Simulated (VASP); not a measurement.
# SrCl2 (Fm-3m) in VASP: notebook

The runs below take SrCl2 through phonons, dielectric tensor, with PBE.

Program: VASP 6.6.1. These are calculated values, not measurements. Logs are shortened: lines on timing, memory, paths and dates and some standing lists are left out, and cuts for length are marked.

## Step 1: Starting point

The structure is cubic, space group Fm-3m (No. 225). The conventional cell has a = 7.049 Å, b = 7.049 Å, c = 7.049 Å, α = 90.00°, β = 90.00°, γ = 90.00°. Around Sr (site symmetry m-3m) lie 8 Cl at 3.05 Å. Cl (site symmetry -43m) has 4 Sr at 3.05 Å as nearest neighbours.

## Step 2: Phonons, PBE

Input file POSCAR:

```
SrCl2
1.0
    0.0000000000      3.5243729123      3.5243729123
    3.5243729123      0.0000000000      3.5243729123
    3.5243729123      3.5243729123      0.0000000000
  Sr              Cl
     1     2
Direct
     0.0000000000000000    0.0000000000000000    0.0000000000000000
     0.2500000000000000    0.2500000000000000    0.2500000000000000
     0.7500000000000000    0.7500000000000000    0.7500000000000000
```

Input file INCAR.step1:

```
PREC     = Accurate       # precision mode
ENCUT    = 600            # plane-wave cutoff, eV
EDIFF    = 1E-8           # SCF threshold, eV
ISMEAR   = 0              # smearing method
SIGMA    = 0.03           # smearing width, eV
LREAL    = F              # projectors in reciprocal space
LASPH    = T              # aspherical terms in the spheres
NELM     = 80             # most SCF steps
ALGO     = Normal         # electronic algorithm
ISIF     = 3              # what is computed and relaxed
LWAVE    = F              # write WAVECAR
LCHARG   = F              # write CHGCAR
GGA      = PE             # functional
KPAR     = 2            
IBRION   = 2              # ionic algorithm
NSW      = 40             # ionic steps
EDIFFG   = -0.002         # ionic threshold
```

Input file INCAR.step2:

```
PREC     = Accurate       # precision mode
ENCUT    = 600            # plane-wave cutoff, eV
EDIFF    = 1E-8           # SCF threshold, eV
ISMEAR   = 0              # smearing method
SIGMA    = 0.03           # smearing width, eV
LREAL    = F              # projectors in reciprocal space
LASPH    = T              # aspherical terms in the spheres
NELM     = 80             # most SCF steps
ALGO     = Normal         # electronic algorithm
ISIF     = 2              # what is computed and relaxed
LWAVE    = F              # write WAVECAR
LCHARG   = F              # write CHGCAR
GGA      = PE             # functional
KPAR     = 2            
IBRION   = 6              # ionic algorithm
NFREE    = 2            
POTIM    = 0.015          # step
NSW      = 1              # ionic steps
```

Input file KPOINTS:

```
Automatic mesh
0
Gamma
  8 8 8
```

Potentials or basis: VASP PAW PBE potentials, release 64 (Sr_sv, Cl).

Launch:

```bash
$ cat potpaw_PBE.64/Sr_sv/POTCAR potpaw_PBE.64/Cl/POTCAR > POTCAR
$ cp INCAR.step1 INCAR
$ mpirun -np 2 vasp_std > vasp.out
$ cp CONTCAR POSCAR
$ cp INCAR.step2 INCAR
$ mpirun -np 2 vasp_std > vasp.out
```

OUTCAR:

```text
PREC = Accurate
   ENCUT = 600
   EDIFF = 1E-8
   ISMEAR = 0
   LREAL = F
   LASPH = T
   NELM = 80
   ISIF = 2
   GGA = PE
   IBRION = 6
   NFREE = 2
   POTIM = 0.015
   NSW = 1

 ion  position               nearest neighbor table
   1  0.000  0.000  0.000-   3 3.05   3 3.05   3 3.05   2 3.05   2 3.05   2 3.05   3 3.05   2 3.05

   2  0.250  0.250  0.250-   1 3.05   1 3.05   1 3.05   1 3.05
   3  0.750  0.750  0.750-   1 3.05   1 3.05   1 3.05   1 3.05

  LATTYP: Found a face centered cubic cell.
 ALAT       =     7.0487458246

  Lattice vectors:

 A1 = (   0.0000000000,   3.5243729123,   3.5243729123)
 A2 = (   3.5243729123,   0.0000000000,   3.5243729123)
 A3 = (   3.5243729123,   3.5243729123,   0.0000000000)

Analysis of symmetry for initial positions (statically):
=====================================================================
 Subroutine PRICEL returns:
 Original cell was already a primitive cell.

 Routine SETGRP: Setting up the symmetry group for a
 face centered cubic supercell.

 Subroutine GETGRP returns: Found 48 space group operations
 (whereof 48 operations were pure point group operations)
 out of a pool of 48 trial point group operations.

The static configuration has the point symmetry O_h .

Analysis of symmetry for dynamics (positions and initial velocities):
=====================================================================
 Subroutine PRICEL returns:
 Original cell was already a primitive cell.

 Routine SETGRP: Setting up the symmetry group for a
 face centered cubic supercell.

 Subroutine GETGRP returns: Found 48 space group operations
 (whereof 48 operations were pure point group operations)
 out of a pool of 48 trial point group operations.

The dynamic configuration has the point symmetry O_h .

 Subroutine INISYM returns: Found 48 space group operations
 (whereof 48 operations are pure point group operations),
 and found     1 'primitive' translations

----------------------------------------------------------------------------------------

                                     Primitive cell

  volume of cell :      87.5539

  direct lattice vectors                    reciprocal lattice vectors
     0.000000000  3.524372912  3.524372912    -0.141869210  0.141869210  0.141869210
     3.524372912  0.000000000  3.524372912     0.141869210 -0.141869210  0.141869210
     3.524372912  3.524372912  0.000000000     0.141869210  0.141869210 -0.141869210

  length of vectors
     4.984215971  4.984215971  4.984215971     0.245724679  0.245724679  0.245724679

  position of ions in fractional coordinates (direct lattice)
     0.000000000  0.000000000  0.000000000
     0.250000000  0.250000000  0.250000000
     0.750000000  0.750000000  0.750000000

  ion indices of the primitive-cell ions
   primitive index   ion index
                 1           1
                 2           2
                 3           3

----------------------------------------------------------------------------------------

 KPOINTS: Automatic mesh

Automatic generation of k-mesh.
 Grid dimensions read from file:
 generate k-points for:    8    8    8

 Generating k-lattice:

  Cartesian coordinates                     Fractional coordinates (reciprocal lattice)
    -0.017733651  0.017733651  0.017733651     0.125000000  0.000000000  0.000000000
[... 60 lines left out ...]
   LREAL  =      F    real-space projection
   EDIFFG = 0.1E-06   stopping-criterion for IOM
   NSW    =     73    number of steps for IOM
   IBRION =      6    ionic relax: 0-MD 1-quasi-New 2-CG
   NFREE  =      2    steps in history (QN), initial steepest desc. (CG)
   ISIF   =      2    stress and relaxation
   ISYM   =      2    0-nonsym 1-usesym 2-fastsym
   POTIM  = 0.0150    time-step for ionic-motion
   TEBEG  =    0.0;   TEEND  =   0.0 temperature during run
   PSTRESS=    0.0 pullay stress
   NELECT =      24.0000    total number of electrons
   NUPDOWN=      -1.0000    fix difference up-down
   EMIN   =  10.00;   EMAX   =-10.00  energy-range for DOS
   EFERMI =   0.00;   METHOD = LEGACY
   ISMEAR =     0;   SIGMA  =   0.03  broadening in eV -4-tet -1-fermi 0-gaus
   EFERMI_NEDOS =   21; number of points for ismear=-14 and -15
   IALGO  =     38    algorithm
   IMIX   =      4    mixing-type and parameters
     AMIX     =   0.40;   BMIX     =  1.00
     AMIX_MAG =   1.60;   BMIX_MAG =  1.00
  volume/ion in A,a.u.               =      29.18       196.95
  Fermi-wavevector in a.u.,A,eV,Ry     =   1.063457  2.009643 15.387392  1.130941
  Thomas-Fermi vector in A             =   2.198943
   LORBIT       =      0    0 simple, 1 ext, 2 COOP (PROOUT), +10 PAW based schemes
   GGA     = PE    functional components
   LHFCALC =     F    Hartree Fock is set to
   AEXX    =    0.0000 exact exchange contribution
   IVDW    =     0    specifies the selected vdW correction
   LEPSILON=     F    determine dielectric tensor
   LRPA    =     F    only Hartree local field effects (RPA)
 finite differences with symmetry
 non-spin polarized calculation
 Gauss-broadening in eV      SIGMA  =   0.03
  energy-cutoff  :      600.00
  volume of cell :       87.55
 maximum number of plane-waves:      2954
   NGX = 19   NGY = 19   NGZ = 19

--------------------------------------- Ionic step        1  -------------------------------------------

 number of electron      23.9999999 magnetization

 Free energy of the ion-electron system (eV)
  ---------------------------------------------------
  ext. energy  EPLUGINS =         0.00000000
  ---------------------------------------------------
  free energy    TOTEN  =       -12.79178165 eV

  energy without entropy =      -12.79178165  energy(sigma->0) =      -12.79178165

------------------------ aborting loop because EDIFF is reached ----------------------------------------

  FORCE on cell =-STRESS in cart. coord.  units (eV):
  Direction    XX          YY          ZZ          XY          YZ          ZX
  --------------------------------------------------------------------------------------
  -------------------------------------------------------------------------------------
  Total        0.0024778      0.0024778      0.0024778      0.0000000      0.0000000     -0.0000000
  in kB        0.0453413      0.0453413      0.0453413      0.0000000      0.0000000     -0.0000000
  external PRESSURE =       0.0453413 kB  Pullay stress =       0.0000000 kB
[... 135 lines left out ...]
--------------------------------------- Ionic step        5  -------------------------------------------

 number of electron      23.9999999 magnetization

 Free energy of the ion-electron system (eV)
  ---------------------------------------------------
  ext. energy  EPLUGINS =         0.00000000
  ---------------------------------------------------
  free energy    TOTEN  =       -12.79150407 eV

  energy without entropy =      -12.79150407  energy(sigma->0) =      -12.79150407

 E-fermi :   0.1259     XC(G=0):  -8.1509

 val. band max:       -0.0458145079   @ k =   0.0000   0.5000   0.5000
 cond. band min:       5.1738013895   @ k =   0.0000   0.0000   0.0000
 fundamental gap:      5.2196158974
 Fermi energy:         0.1259255106

 k-point     1 :       0.0000    0.0000    0.0000
  band No.  band energies     occupation
      1     -33.0360      2.00000
      2     -15.0151      2.00000
      3     -15.0147      2.00000
      4     -15.0142      2.00000
      5     -13.2572      2.00000
      6     -12.4683      2.00000
[... 433 lines left out ...]
      3     -15.1044      2.00000
      4     -15.0328      2.00000
      5     -12.7693      2.00000
      6     -12.6172      2.00000
[... 8 lines left out ...]
     15       7.2366      0.00000
     16       7.5673      0.00000

 [... further k-points ...]

------------------------ aborting loop because EDIFF is reached ----------------------------------------

  FORCE on cell =-STRESS in cart. coord.  units (eV):
  Direction    XX          YY          ZZ          XY          YZ          ZX
  --------------------------------------------------------------------------------------
  -------------------------------------------------------------------------------------
  Total        0.0039994      0.0030229      0.0030229      0.0000000      0.0298446      0.0000000
  in kB        0.0731864      0.0553163      0.0553163      0.0000000      0.5461361      0.0000000
  external PRESSURE =       0.0612730 kB  Pullay stress =       0.0000000 kB
[... 18 lines left out ...]
  FREE ENERGIE OF THE ION-ELECTRON SYSTEM (eV)
  ---------------------------------------------------
  free  energy   TOTEN  =       -12.7915040665 eV

  energy  without entropy=      -12.7915040665  energy(sigma->0) =      -12.79150407

 INTERNAL STRAIN TENSORS FROM DISPLACED ATOMS
 ============================================

 INTERNAL STRAIN TENSOR FOR ION    1 for displacements in x,y,z  (eV/Angst):
          X           Y           Z          XY          YZ          ZX
  --------------------------------------------------------------------------------
  x     0.00000     0.00000     0.00000     0.00000     0.00000     0.00000
  y     0.00000     0.00000     0.00000     0.00000     0.00000     0.00000
  z     0.00000     0.00000     0.00000     0.00000     0.00000     0.00000

 INTERNAL STRAIN TENSOR FOR ION    3 for displacements in x,y,z  (eV/Angst):
          X           Y           Z          XY          YZ          ZX
  --------------------------------------------------------------------------------
  x     0.00000     0.00000     0.00000     0.00000     1.98805     0.00000
  y     0.00000     0.00000     0.00000     0.00000     0.00000     1.98805
  z     0.00000     0.00000     0.00000     1.98805     0.00000     0.00000

 Eigenvectors and eigenvalues of the dynamical matrix
 ----------------------------------------------------

   1 f  =    5.111726 THz    32.117924 2PiTHz  170.508840 cm-1    21.140392 meV
             X         Y         Z           dx          dy          dz
      0.000000  0.000000  0.000000    -0.000000   -0.000000   -0.000000
      1.762186  1.762186  1.762186    -0.208781   -0.542289    0.402905
      5.286559  5.286559  5.286559     0.208781    0.542289   -0.402905
[... 43 lines left out ...]
   9 f/i=    0.005498 THz     0.034548 2PiTHz    0.183409 cm-1     0.022740 meV
             X         Y         Z           dx          dy          dz
      0.000000  0.000000  0.000000    -0.339410   -0.660332    0.005585
      1.762186  1.762186  1.762186    -0.216532   -0.421268    0.003563
      5.286559  5.286559  5.286559    -0.216532   -0.421268    0.003563

 ELASTIC MODULI CONTR FROM IONIC RELAXATION (kBar)
 Direction    XX          YY          ZZ          XY          YZ          ZX
 --------------------------------------------------------------------------------
 XX          -0.0000     -0.0000     -0.0000     -0.0000     -0.0000     -0.0000
 YY          -0.0000     -0.0000     -0.0000     -0.0000     -0.0000      0.0000
 ZZ          -0.0000     -0.0000     -0.0000     -0.0000     -0.0000     -0.0000
 XY          -0.0000     -0.0000     -0.0000    -38.1622     -0.0000     -0.0000
 YZ           0.0000     -0.0000     -0.0000     -0.0000    -38.1622      0.0000
 ZX          -0.0000      0.0000     -0.0000     -0.0000      0.0000    -38.1622
 --------------------------------------------------------------------------------
```

It took 2.6 min on 2 MPI ranks of AMD EPYC 9R45 (Zen 5), shared host; peak memory 0.4 GiB.

Results:

- Highest phonon frequency at Γ, LO-TO splitting left out: 171 cm⁻¹

Phonon frequencies in cm⁻¹ (negative: imaginary):
```
              q point                    frequencies
(0.000, 0.000, 0.000)  0 0 0 126 126 126 171 171 171
```

(Part 1 of 2 ends here.)
